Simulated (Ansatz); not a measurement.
Input and command of a plane-wave DFT calculation in Ansatz:

```yaml
crystal:
  lattice:
    - [2.7415977469, 0.167386612, 0.2726011922]
    - [-1.2258378152, 2.413889349, -0.3084505232]
    - [0.4403538727, -0.3211073751, 4.8142023961]
  atoms:
    - { symbol: Ti, position: [-0.0007628781, 0.0021743877, -0.0004288419] }
    - { symbol: Al, position: [0.3340962115, 0.6644922789, 0.5004288419] }
basis:
  ecutwfc: 500
kpoints:
  mp_grid: { grid: [12, 12, 8] }
hamiltonian:
  xc: r2scan
scf:
  occupations: { method: gaussian, width: 0.15 }
output:
  forces: true
  stress: true
  eigenvalues: true
```

```bash
ansatz run input.yaml --threads 1 --pin off --max-ram 2560MiB --backend cpu --events-out ev --progress --plain --runs-dir out
```

Processor: AMD EPYC 7R43 64-Core Processor (Zen 3), 1 thread, on a host shared with other jobs.

Question: Estimate time, memory and problem size.

Answer: About 29 s on 1 thread of AMD EPYC 7R43 64-Core Processor (Zen 3), on a shared host, peak memory 0.75 GiB. It solves 12 bands at 580 k points (the mesh reduced by the symmetry that the task leaves, which can be less than the crystal's) with about 815 plane waves, in 8 SCF iterations.
